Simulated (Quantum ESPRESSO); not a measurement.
The system is NaCl.

```
CELL_PARAMETERS angstrom
3.50219 0.00000 0.00000
0.00000 3.50219 0.00000
0.00000 0.00000 3.50219
ATOMIC_POSITIONS crystal
Cl 0.50000 0.50000 0.50000
Na 0.00000 0.00000 0.00000
```

Measurements of this composition are mostly on another form, of space group No. 225.

```yaml
Program: Quantum ESPRESSO 7.5
Task: single point
Functional: PBE
Potentials_or_basis: SSSP 1.3 efficiency PBE
Cutoff: 748 eV
Density_cutoff: 5987 eV
k_mesh: 8 × 8 × 8
Occupations: fermi-dirac, width 0.05 eV
Spin: no spin polarisation
```

On this cell: pressure 0.2 GPa; largest force zero by symmetry; band gap on the k mesh 3.98 eV, indirect (least direct gap 4.47 eV).

The same run follows on a disturbed copy (atoms moved at random, drawn with an rms of 0.05 Å):

```
CELL_PARAMETERS angstrom
3.50219 0.00000 0.00000
0.00000 3.50219 0.00000
0.00000 0.00000 3.50219
ATOMIC_POSITIONS crystal
Cl 0.49826 0.49640 0.50194
Na 0.99071 0.00148 0.99269
```

Q: What does the disturbed cell give?

A: The energy moves by +0.2 meV/atom; pressure 0.2 GPa; largest force 0.016 eV/Å; band gap on the k mesh 3.98 eV, indirect (least direct gap 4.47 eV).

Forces in eV/Å, atoms in the order of the input:
```
Cl  -0.009  0.006 -0.012
Na   0.009 -0.006  0.012
```

A k mesh can miss the band edges.
